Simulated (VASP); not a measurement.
BeSe: single point with PBE

The system is BeSe.

```
Be Se
1.0
     0.00000    2.64145    2.64145
     2.64145    0.00000    2.64145
     2.64145    2.64145    0.00000
Be Se
1 1
Direct
  0.00000 0.00000 0.00000
  0.25000 0.25000 0.25000
```

The cell isn't the ideal one: a relaxed cell with its volume scaled by 1.06.

```yaml
Program: VASP 6.6.1
Task: single point
Functional: PBE
Potentials_or_basis: VASP PAW PBE potentials, release 64 (Be, Se)
Cutoff: 520 eV
k_mesh: 10 × 10 × 10
Occupations: gaussian, width 1 eV
Spin: no spin polarisation
```

```yaml
Pressure: -3.9 GPa
Band_gap_on_the_k_mesh: 2.78 eV, indirect (least direct gap 3.79 eV)
```

Levels at points of the mesh, in eV from the valence-band top:
```tsv
k point	band 2	band 3	band 4	band 5	band 6	band 7
(0.00, 0.00, 0.00)	0.00	0.00	0.00	3.79	5.01	5.01
(0.50, 0.00, 0.00)	-5.21	-0.96	-0.96	4.05	5.94	5.94
(0.50, 0.50, 0.00)	-4.68	-2.38	-2.38	2.78	4.23	11.07
```

Run time: 9.9 s on 1 thread of Intel(R) Xeon(R) 6975P-C (Granite Rapids), on a shared host, peak memory 0.15 GiB.

A k mesh can miss the band edges.
